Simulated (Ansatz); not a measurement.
# InP (F-43m) in Ansatz: a series of runs

Aim: see how the results for InP move with the level of theory and the settings. Levels: PBE, PBEsol+D3(BJ), revPBE+D3(BJ). Tasks: single point, relaxation of cell and atoms.

Everything below comes from runs of Ansatz 0.2.0. Logs are shortened: lines on timing, memory, paths and dates and some standing lists are left out, and cuts for length are marked.

**The experiment to reproduce.**

From a printed reference work, data compilation, for a bulk crystal of InP at 1.6 K: band gap 1.4236 eV (direct).

The results are compared with them further down.

## 1. Starting point

It takes space group F-43m (No. 216, cubic). Conventional cell: a = 5.861 Å, b = 5.861 Å, c = 5.861 Å, α = 90.00°, β = 90.00°, γ = 90.00°. Around In (site symmetry -43m) lie 4 P at 2.54 Å. P (site symmetry -43m) has 4 In at 2.54 Å as nearest neighbours.

## 2. Single point, PBE

Contents of input.yaml:

```yaml
crystal:
  lattice:
    - [0.0, 2.9305, 2.9305]
    - [2.9305, 0.0, 2.9305]
    - [2.9305, 2.9305, 0.0]
  atoms:
    - { symbol: In, position: [0.0, 0.0, 0.0] }
    - { symbol: P, position: [0.75, 0.75, 0.75] }
kpoints:
  mp_grid: { grid: [8, 8, 8] }
scf:
  occupations: { method: gaussian, width: 0.014 }
hamiltonian:
  xc: pbe
  pseudopotentials: { kind: all_electron, lapw: { basis_error: 0.001 } }
output:
  forces: true
  stress: true
  eigenvalues: true
```

Potentials or basis: all-electron LAPW, scalar-relativistic.

Started as:

```
$ ansatz run input.yaml --threads 1 --pin off --max-ram 3072MiB --backend cpu --events-out ev --progress --plain --runs-dir out
```

Output:

```text
Warning: RAYON_NUM_THREADS=1 ignored (pool sized by the plan → 1); use --threads N
LAPW: plane waves up to 8.013 Å⁻¹, error target 1.0e-3 eV per atom; small_component_spin mean_spin; P in spheres of 1.105 Å, 13 of its electrons in bands, Dirac shells []; In in spheres of 1.433 Å, 21 of its electrons in bands, Dirac shells [] (how accurate: hamiltonian.pseudopotentials.lapw.basis_error, Limitations)
Engine: ansatz 0.2.0, x86_64-unknown-linux-gnu
Pseudopotentials: kind: all_electron
Pseudopotential: In, LAPW, valence charge 21, lapw/all_electron/scalar/gaussian/In, Koelling and Harmon's equation, gaussian nucleus
Pseudopotential: P, LAPW, valence charge 13, lapw/all_electron/scalar/gaussian/P, Koelling and Harmon's equation, gaussian nucleus
Functional definition: PBE
  parameter kappa = 0.804
  parameter beta = 0.06672455060314922
  exchange = pbe_x(kappa = kappa, mu = beta*pi^2/3)
  correlation = pbe_c(beta = beta)
Crystal: 2 atoms, lattice volume = 50.333 Å³
Basis set: ecut = 244.6137996932786 eV, 411 PW (Γ), exchange–correlation at level 2
Bands: 21, of which v1, the nominal top of the filled ones, is band 17 counted from 1 (16 counted from 0)
Symmetry: 24 space group operations
Space group: F-43m (ITA 216), of the structure as read, at distance tolerance 3.7e-5 Å
k-points: 29 of 512 (time reversal used)
Non-local potential: In, projectors of the file, none
Non-local potential: P, projectors of the file, none
Initial density: superposition of atomic densities (chi_scale 0.1, normalization cell, long waves kept (reshape's long-wave potential 0.00 eV rms))
Initial wavefunctions: plane waves of lowest kinetic energy (no species holds an atomic orbital)
Functional: x = pbe(κ = 0.804, μ = 0.2195149727645171), c = pbe(β = 0.06672455060314922)
iter 1 solved again at ethr=3.70e-3 eV; its pass at ethr=1.00e-1 eV (dr2=1.26e0 eV) is discarded
SCF iter   1: F=—  HF=-169355.820501 eV  |F-HF|=—  |Δ(HF+E_count)|=         —  Δρ=3.65e-2  dr2=1.26e0  ethr=3.70e-3  ⟨swp⟩=2.0  Hψ=4162  notcnv=0
preconditioner: auto → none  [insulator: Δε(μ)=1.114 eV  Ē_g=14.271 eV  σ=0.014 eV  W_gap=1.00  n_scr=14 (ndim 8)  ℏωp=22.2 eV  f_vac=0.032  D(μ)=0.00/eV (n_scr^D=0)  ε∞_Penn≈3.4]
iter 2 solved again at ethr=1.98e-4 eV; its pass at ethr=3.70e-3 eV (dr2=6.75e-2 eV) is discarded
SCF iter   2: F=—  HF=-169355.430654 eV  |F-HF|=—  |Δ(HF+E_count)|=   3.90e-1  Δρ=1.23e-2  dr2=6.75e-2  ethr=1.98e-4  ⟨swp⟩=2.0  Hψ=3272  notcnv=0
SCF iter   3: F=—  HF=-169355.404498 eV  |F-HF|=—  |Δ(HF+E_count)|=   2.62e-2  Δρ=6.07e-3  dr2=1.55e-2  ethr=1.98e-4  ⟨swp⟩=2.8  Hψ=1825  notcnv=0
SCF iter   4: F=—  HF=-169355.405388 eV  |F-HF|=—  |Δ(HF+E_count)|=         —  Δρ=1.30e-3  dr2=9.23e-4  ethr=4.56e-5  ⟨swp⟩=2.6  Hψ=1816  notcnv=0
the basis was enlarged: its passes take 647.8 KiB over the memory plan, 1 of 1 planned eigensolver slots
SCF iter   5: F=—  HF=-169355.404981 eV  |F-HF|=—  |Δ(HF+E_count)|=   4.06e-4  Δρ=1.82e-4  dr2=1.60e-5  ethr=2.71e-6  ⟨swp⟩=2.3  Hψ=1761  notcnv=0
SCF iter   6: F=—  HF=-169355.405011 eV  |F-HF|=—  |Δ(HF+E_count)|=   3.02e-5  Δρ=3.95e-5  dr2=6.76e-7  ethr=4.72e-8  ⟨swp⟩=3.0  Hψ=1803  notcnv=0
SCF iter   7: F=-169355.405013 eV  HF=-169355.405013 eV  |F-HF|=1.32e-8  |Δ(HF+E_count)|=   1.77e-6  Δρ=3.49e-6  dr2=7.49e-9  ethr=1.99e-9  ⟨swp⟩=3.0  Hψ=1798  notcnv=0
SCF 1 converged in 7 iterations: F = -169355.405013 eV  dr2 = 7.49e-9
SCF converged after 7 iterations
Free energy (F): -169355.405013 eV
Harris-Foulkes:  -169355.405013 eV  (|F-HF|=1.32e-8)
Internal energy: -169355.405013 eV  (E = F + TS)
E sigma→0 (E₀):  -169355.405013 eV
Fermi energy:    9.455844 eV
--- Per-component energies (eV) ---
  E_band       = -1583.125158
  E_kinetic    = 177332.064704
  E_xc         = -4985.289808
  E_electrostatic = -341702.179910  (all electrons and nuclei)
  E_smearing   = -0.000000  (= −TS)
  E_closure    = 0.000000  (closes the sum)
  E_atoms      = -169347.050426  (free atoms, spherical and without spin; not in F)
  Σ components = -169355.405013   (vs F -169355.405013, Δ=0.00e0)
  Basis errors (estimates in eV, not in F): energy 4.5e-4 per atom: plane waves 4.1e-4 (2.4e-4 summed), levels above the bands 0.0e0, relativity 3.8e-8, radial functions 4.5e-5, core shells 6.7e-8; eigenvalues (radial functions only) 1.1e-6; not estimated: angular momenta, meshes, grids; target (lapw.basis_error) 1.0e-3; muffin-tin radii P 1.105 Å, In 1.433 Å
--- Forces (eV/Å), atoms counted from 1 ---
  atom   1  In     0.00000000    -0.00000000    -0.00000000
  atom   2  P     -0.00000000     0.00000000     0.00000000
  max |Σ_I F_I| component: 3.70e-17 eV/Å
--- Stress (GPa, compression-positive) ---
        3.336573       0.000000      -0.000000
        0.000000       3.336573       0.000000
       -0.000000       0.000000       3.336573
  P = ⅓ Tr σ = 3.3366 GPa (33.366 kbar)
--- Band table (eV; the first three rows and the last of 29) ---
  k-point 0: bands = ["-158.5220", "-108.9983", "-108.9983", "-108.9983", "-105.8625", "-64.3495", "-64.3495", "-64.3495", "-5.0915", "-5.0915", "-5.0915", "-4.9395", "-4.9395", "-2.4174", "9.0988", "9.0988", "9.0988", "9.8125", "13.1910", "13.1910", "13.1910"]
  k-point 1: bands = ["-158.5220", "-108.9983", "-108.9983", "-108.9983", "-105.8625", "-64.3495", "-64.3495", "-64.3495", "-5.1105", "-5.0840", "-5.0840", "-4.9394", "-4.9394", "-2.2389", "7.5618", "8.9131", "8.9131", "10.7554", "13.3435", "13.4677", "13.4677"]
  k-point 2: bands = ["-158.5220", "-108.9983", "-108.9983", "-108.9983", "-105.8625", "-64.3496", "-64.3495", "-64.3495", "-5.1538", "-5.0682", "-5.0682", "-4.9369", "-4.9369", "-1.7404", "5.6612", "8.5424", "8.5424", "10.8977", "13.8904", "13.8904", "14.4196"]
  k-point 28: bands = ["-158.5220", "-108.9983", "-108.9983", "-108.9983", "-105.8625", "-64.3497", "-64.3497", "-64.3496", "-5.2434", "-5.0314", "-4.9954", "-4.9600", "-4.9244", "0.0390", "3.5031", "6.1494", "6.1909", "13.3906", "13.4801", "14.6703", "15.3054"]
```

It took 10 s on 1 thread of Intel Xeon Platinum 8259CL at 2.50GHz (Skylake/Cascade Lake), shared host; peak memory 0.32 GiB.

Results:

| Property | Result |
| --- | --- |
| Free energy | -169355.4050 eV |
| Pressure | 3.3 GPa |
| Band gap on the k mesh | 0.71 eV, direct |

Caveat: spin-orbit coupling is left out, which moves the levels of the heavy elements.

## 3. Relaxation of cell and atoms, PBEsol+D3(BJ)

Edit input.yaml of step 2 so:

```diff
@@ -11,5 +11,6 @@
 scf:
-  occupations: { method: gaussian, width: 0.014 }
+  occupations: { method: fermi_dirac, width: 0.05 }
 hamiltonian:
-  xc: pbe
+  xc: pbesol
+  dispersion: d3bj
   pseudopotentials: { kind: all_electron, lapw: { basis_error: 0.001 } }
@@ -18,2 +19,5 @@
   stress: true
-  eigenvalues: true
+relax:
+  f_tol: 0.01
+  max_steps: 60
+  cell: {}
```

Potentials or basis: all-electron LAPW, scalar-relativistic.

Started as:

```
$ ansatz run input.yaml --threads 1 --pin off --max-ram 3072MiB --backend cpu --events-out ev --progress --plain --runs-dir out
```

Output:

```text
Warning: RAYON_NUM_THREADS=1 ignored (pool sized by the plan → 1); use --threads N
The last accepted step is kept in <dir> (removed where the run ends without a failure and the disk answers)
LAPW: plane waves up to 8.346 Å⁻¹, error target 1.0e-3 eV per atom; small_component_spin mean_spin; P in spheres of 1.077 Å, 13 of its electrons in bands, Dirac shells []; In in spheres of 1.385 Å, 21 of its electrons in bands, Dirac shells [] (how accurate: hamiltonian.pseudopotentials.lapw.basis_error, Limitations)
Engine: ansatz 0.2.0, x86_64-unknown-linux-gnu
Pseudopotentials: kind: all_electron
Pseudopotential: In, LAPW, valence charge 21, lapw/all_electron/scalar/gaussian/In, Koelling and Harmon's equation, gaussian nucleus
Pseudopotential: P, LAPW, valence charge 13, lapw/all_electron/scalar/gaussian/P, Koelling and Harmon's equation, gaussian nucleus
Functional definition: PBEsol
  exchange = pbesol_x
  correlation = pbesol_c
Crystal: 2 atoms, lattice volume = 50.333 Å³
Basis set: ecut = 265.3617535652031 eV, 531 PW (Γ), exchange–correlation at level 2
Bands: 21, of which v1, the nominal top of the filled ones, is band 17 counted from 1 (16 counted from 0)
Symmetry: 24 space group operations
Space group: F-43m (ITA 216), of the structure as read, at distance tolerance 3.7e-5 Å
k-points: 29 of 512 (time reversal used)
Non-local potential: In, projectors of the file, none
Non-local potential: P, projectors of the file, none
Initial density: superposition of atomic densities (chi_scale 0.1, normalization cell, long waves kept (reshape's long-wave potential 0.00 eV rms))
Initial wavefunctions: plane waves of lowest kinetic energy (no species holds an atomic orbital)
Functional: x = pbesol(κ = 0.804, μ = 0.12345679012345678), c = pbesol(β = 0.046)
iter 1 solved again at ethr=3.37e-3 eV; its pass at ethr=1.00e-1 eV (dr2=1.14e0 eV) is discarded
SCF iter   1: F=—  HF=-169268.326065 eV  |F-HF|=—  |Δ(HF+E_count)|=         —  Δρ=3.54e-2  dr2=1.15e0  ethr=3.37e-3  ⟨swp⟩=2.0  Hψ=4094  notcnv=0
preconditioner: auto → none  [insulator: Δε(μ)=1.033 eV  Ē_g=14.195 eV  σ=0.050 eV  W_gap=1.00  n_scr=14 (ndim 8)  ℏωp=22.2 eV  f_vac=0.041  D(μ)=0.00/eV (n_scr^D=0)  ε∞_Penn≈3.4]
iter 2 solved again at ethr=1.95e-4 eV; its pass at ethr=3.37e-3 eV (dr2=6.64e-2 eV) is discarded
[... 39 lines left out ...]
Free energy (F): -169267.924370 eV
Harris-Foulkes:  -169267.924370 eV  (|F-HF|=5.73e-9)
Internal energy: -169267.924365 eV  (E = F + TS)
E sigma→0 (E₀):  -169267.924367 eV
Entropy (-TS):   -0.000005 eV (-0.002 meV/atom)
Fermi energy:    9.669588 eV
--- Per-component energies (eV) ---
  E_band       = -1575.839802
  E_kinetic    = 177224.086472
  E_xc         = -4895.590595
  E_electrostatic = -341595.811790  (all electrons and nuclei)
  E_disp       = -0.608451  (pairwise vdW)
  E_smearing   = -0.000005  (= −TS)
  E_closure    = 0.000000  (closes the sum)
  E_atoms      = -169258.199424  (free atoms, spherical and without spin; not in F)
  Σ components = -169267.924370   (vs F -169267.924370, Δ=0.00e0)
  Basis errors (estimates in eV, not in F): energy 4.6e-4 per atom: plane waves 4.1e-4 (2.4e-4 summed), levels above the bands 2.5e-34, relativity 1.2e-8, radial functions 4.3e-5, core shells 2.2e-7; eigenvalues (radial functions only) 5.8e-7; not estimated: angular momenta, meshes, grids; target (lapw.basis_error) 1.0e-3; muffin-tin radii P 1.070 Å, In 1.376 Å
--- Forces (eV/Å), atoms counted from 1 ---
  atom   1  In     0.00000000    -0.00000000     0.00000000
  atom   2  P     -0.00000000     0.00000000    -0.00000000
  max |Σ_I F_I| component: 9.25e-18 eV/Å
--- Stress (GPa, compression-positive) ---
       -0.007615      -0.000000      -0.000000
       -0.000000      -0.007615      -0.000000
       -0.000000      -0.000000      -0.007615
  P = ⅓ Tr σ = -0.0076 GPa (-0.076 kbar)
--- Relaxed structure (3 steps of the walk, 3 accepted, 1 SCFs on fresh bases) ---
  F+E_penalty+E_count = -169267.92436971 eV   max|allowed force component| = 3.354e-17 eV/Å   (the final SCF, on the basis selected at the relaxed cell)
  cell:  # Å, volume = 49.3939 Å³
    - [-3.311991821382134e-34, 2.912155023938568, 2.912155023938568]
    - [2.912155023938568, -6.146292514680304e-34, 2.912155023938568]
    - [2.912155023938568, 2.912155023938568, 1.7515341363078587e-34]
  atoms:
    - { symbol: In, position: [-8.009647226486752e-35, 1.115873929843881e-34, 9.652651785766087e-35] }
    - { symbol: P, position: [0.7499999999999999, 0.7499999999999999, 0.7499999999999999] }
```

Wall time 27 s (1 thread of Intel Xeon Platinum 8259CL at 2.50GHz (Skylake/Cascade Lake), shared host); peak memory 0.31 GiB.

What came out:

```
Free energy                            : -169267.9244 eV
Relaxed volume                         : 24.70 Å³/atom
Relaxed cell                           : a = 4.118 Å, b = 4.118 Å, c = 4.118 Å, α = 60.00°, β = 60.00°, γ = 60.00°
Space group after relaxing (to 0.05 Å) : F-43m (No. 216)
Energy gained by relaxing              : 2.0 meV/atom
Ionic steps                            : 4
Pressure after relaxing                : 0.0 GPa
Band gap on the k mesh                 : 0.72 eV
```

Step by step:
```
step  energy change (eV)  largest force (eV/Å)  volume (Å³)
   1              0.0000                0.0000        50.33
   2             -0.0038                0.0000        49.24
   3             -0.0039                0.0000        49.39
   4             -0.0039                0.0000        49.39
```

Final structure:
```
In P
1.0
     0.00000    2.91216    2.91216
     2.91216    0.00000    2.91216
     2.91216    2.91216    0.00000
In P
1 1
Cartesian
  0.0000 0.0000 0.0000
  4.3682 4.3682 4.3682
```

Caveat: spin-orbit coupling is left out, which moves the levels of the heavy elements. A k mesh can miss the band edges.

## 4. Relaxation of cell and atoms, revPBE+D3(BJ)

Edit input.yaml of step 3 so:

```diff
@@ -13,3 +13,3 @@
 hamiltonian:
-  xc: pbesol
+  xc: revpbe
   dispersion: d3bj
@@ -20,3 +20,3 @@
 relax:
-  f_tol: 0.01
+  f_tol: 0.005
   max_steps: 60
```

Potentials or basis: all-electron LAPW, scalar-relativistic.

Started as:

```
$ ansatz run input.yaml --threads 1 --pin off --max-ram 3072MiB --backend cpu --events-out ev --progress --plain --runs-dir out
```

Output:

```text
Warning: RAYON_NUM_THREADS=1 ignored (pool sized by the plan → 1); use --threads N
The last accepted step is kept in <dir> (removed where the run ends without a failure and the disk answers)
LAPW: plane waves up to 8.341 Å⁻¹, error target 1.0e-3 eV per atom; small_component_spin mean_spin; P in spheres of 1.076 Å, 13 of its electrons in bands, Dirac shells []; In in spheres of 1.386 Å, 21 of its electrons in bands, Dirac shells [] (how accurate: hamiltonian.pseudopotentials.lapw.basis_error, Limitations)
Engine: ansatz 0.2.0, x86_64-unknown-linux-gnu
Pseudopotentials: kind: all_electron
Pseudopotential: In, LAPW, valence charge 21, lapw/all_electron/scalar/gaussian/In, Koelling and Harmon's equation, gaussian nucleus
Pseudopotential: P, LAPW, valence charge 13, lapw/all_electron/scalar/gaussian/P, Koelling and Harmon's equation, gaussian nucleus
Functional definition: revPBE
  parameter kappa = 1.245
  parameter beta = 0.06672455060314922
  exchange = pbe_x(kappa = kappa, mu = beta*pi^2/3)
  correlation = pbe_c(beta = beta)
Crystal: 2 atoms, lattice volume = 50.333 Å³
Basis set: ecut = 265.0716415536763 eV, 531 PW (Γ), exchange–correlation at level 2
Bands: 21, of which v1, the nominal top of the filled ones, is band 17 counted from 1 (16 counted from 0)
Symmetry: 24 space group operations
Space group: F-43m (ITA 216), of the structure as read, at distance tolerance 3.7e-5 Å
k-points: 29 of 512 (time reversal used)
Non-local potential: In, projectors of the file, none
Non-local potential: P, projectors of the file, none
Initial density: superposition of atomic densities (chi_scale 0.1, normalization cell, long waves kept (reshape's long-wave potential 0.00 eV rms))
Initial wavefunctions: plane waves of lowest kinetic energy (no species holds an atomic orbital)
Functional: x = revpbe(κ = 1.245, μ = 0.2195149727645171), c = pbe(β = 0.06672455060314922)
iter 1 solved again at ethr=3.88e-3 eV; its pass at ethr=1.00e-1 eV (dr2=1.32e0 eV) is discarded
SCF iter   1: F=—  HF=-169365.322162 eV  |F-HF|=—  |Δ(HF+E_count)|=         —  Δρ=3.73e-2  dr2=1.32e0  ethr=3.88e-3  ⟨swp⟩=2.0  Hψ=4092  notcnv=0
preconditioner: auto → none  [insulator: Δε(μ)=1.181 eV  Ē_g=14.305 eV  σ=0.050 eV  W_gap=1.00  n_scr=14 (ndim 8)  ℏωp=22.2 eV  f_vac=0.037  D(μ)=0.00/eV (n_scr^D=0)  ε∞_Penn≈3.4]
[... 31 lines left out ...]
Internal energy: -169364.917068 eV  (E = F + TS)
E sigma→0 (E₀):  -169364.917069 eV
Entropy (-TS):   -0.000003 eV (-0.001 meV/atom)
Fermi energy:    9.507808 eV
--- Per-component energies (eV) ---
  E_band       = -1583.564470
  E_kinetic    = 177342.386196
  E_xc         = -4993.938388
  E_electrostatic = -341712.195088  (all electrons and nuclei)
  E_disp       = -1.169788  (pairwise vdW)
  E_smearing   = -0.000003  (= −TS)
  E_closure    = 0.000000  (closes the sum)
  E_atoms      = -169355.972811  (free atoms, spherical and without spin; not in F)
  Σ components = -169364.917070   (vs F -169364.917070, Δ=0.00e0)
  Basis errors (estimates in eV, not in F): energy 4.5e-4 per atom: plane waves 4.1e-4 (2.4e-4 summed), levels above the bands 4.6e-35, relativity 2.8e-8, radial functions 4.0e-5, core shells 1.7e-7; eigenvalues (radial functions only) 5.5e-7; not estimated: angular momenta, meshes, grids; target (lapw.basis_error) 1.0e-3; muffin-tin radii P 1.078 Å, In 1.388 Å
--- Forces (eV/Å), atoms counted from 1 ---
  atom   1  In     0.00000000    -0.00000000     0.00000000
  atom   2  P     -0.00000000     0.00000000     0.00000000
  max |Σ_I F_I| component: 9.25e-18 eV/Å
--- Stress (GPa, compression-positive) ---
       -0.043522      -0.000000      -0.000000
       -0.000000      -0.043522       0.000000
       -0.000000       0.000000      -0.043522
  P = ⅓ Tr σ = -0.0435 GPa (-0.435 kbar)
--- Relaxed structure (2 steps of the walk, 2 accepted, 1 SCFs on fresh bases) ---
  F+E_penalty+E_count = -169364.91707040 eV   max|allowed force component| = 2.544e-17 eV/Å   (the final SCF, on the basis selected at the relaxed cell)
  cell:  # Å, volume = 50.6300 Å³
    - [-3.057223219737354e-34, 2.9362475209506758, 2.9362475209506758]
    - [2.9362475209506758, -2.0381488131582358e-34, 2.9362475209506758]
    - [2.9362475209506758, 2.9362475209506758, 3.5667604230269127e-34]
  atoms:
    - { symbol: In, position: [-5.613598910871058e-35, 4.5182625380181686e-35, 5.339764817657836e-35] }
    - { symbol: P, position: [0.7499999999999999, 0.7499999999999999, 0.7499999999999999] }
```

Run time: 20 s. Hardware: 1 thread of Intel Xeon Platinum 8259CL at 2.50GHz (Skylake/Cascade Lake), shared host; peak memory 0.34 GiB.

What came out:

```
Free energy                            : -169364.9171 eV
Relaxed volume                         : 25.32 Å³/atom
Relaxed cell                           : a = 4.152 Å, b = 4.152 Å, c = 4.152 Å, α = 60.00°, β = 60.00°, γ = 60.00°
Space group after relaxing (to 0.05 Å) : F-43m (No. 216)
Energy gained by relaxing              : 0.1 meV/atom
Ionic steps                            : 3
Pressure after relaxing                : 0.0 GPa
Band gap on the k mesh                 : 0.78 eV
```

Step by step:
| step | energy change (eV) | largest force (eV/Å) | volume (Å³) |
| --- | --- | --- | --- |
| 1 | 0.0000 | 0.0000 | 50.33 |
| 2 | -0.0003 | 0.0000 | 50.63 |
| 3 | -0.0003 | 0.0000 | 50.63 |

Final structure:
```yaml
crystal:
  lattice:
    - [0.00000, 2.93625, 2.93625]
    - [2.93625, 0.00000, 2.93625]
    - [2.93625, 2.93625, 0.00000]
  atoms:
    - { symbol: In, position: [0.00000, 0.00000, 0.00000] }
    - { symbol: P, position: [0.75000, 0.75000, 0.75000] }
```

Caveat: spin-orbit coupling is left out, which moves the levels of the heavy elements. A k mesh can miss the band edges.

## 5. Overview

```tsv
task	level	cell	cutoff (eV)	smearing	gap on the mesh (eV)	pressure (GPa)	relaxed volume (Å³/atom)
single point	PBE	as given	245	gaussian 0.014 eV	0.71	3.3	-
relaxation of cell and atoms	PBEsol+D3(BJ)	relaxed	-	fermi-dirac 0.05 eV	0.72	0.0	24.70
relaxation of cell and atoms	revPBE+D3(BJ)	relaxed	-	fermi-dirac 0.05 eV	0.78	0.0	25.32
```

Alike in all rows: potentials or basis all-electron LAPW, scalar-relativistic; no spin polarisation; k mesh 8 × 8 × 8; basis error allowed 0.001 eV/atom.

Caveats: spin-orbit coupling is left out, which moves the levels of the heavy elements.

Compare energies only between runs with the same functional and basis.

## 6. Against experiment

Step 2. Against the measured gap of InP, 1.4236 eV (direct; 1.6 K; a printed reference work, data compilation), the calculated 0.71 eV is off by -0.71 eV. Spin-orbit coupling on In is left out. The value is that of PBE, without temperature or zero-point motion. Semilocal functionals fall short of measured gaps as a rule.
